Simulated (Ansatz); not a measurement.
## BP: the gap under strain, fitted and tested

Plane-wave DFT in Ansatz, PBEsol, scalar-relativistic PAW potentials, cutoff 420 eV, no spin-orbit coupling; no spin polarisation. BP in space group F-43m. Biaxial strain in the a-b plane; c and atoms relaxed (conventional cell); Kohn–Sham gaps sought over the whole zone.

| strain (%) | space group | gap (eV) |
| --- | --- | --- |
| -4.5 | I-4m2 | 0.493 |
| -3.0 | I-4m2 | 0.706 |
| -1.5 | I-4m2 | 0.913 |
| +0.0 | F-43m | 1.113 |
| +1.5 | I-4m2 | 0.817 |
| +3.0 | I-4m2 | ? |
| +4.5 | I-4m2 | 0.267 |

Q: Fit the given gaps and predict the missing one.

A: Next to zero the slopes are +133 meV per % on the compressed side and -197 on the stretched side. The slope drops at zero, where the strain lowers the symmetry and can split a degenerate edge, with another member setting the gap on each side, so only the side of the missing row is fitted, by a line: E_g = 1.107 -0.1873 ε eV (ε in %; scatter 6 meV). At +3.0 % this gives 0.545 eV; the run gave 0.536 eV, 9 meV away. The fit holds.

Cost: about 1.3 core-minutes for the runs cited, on Arm Neoverse V2 (shared hosts).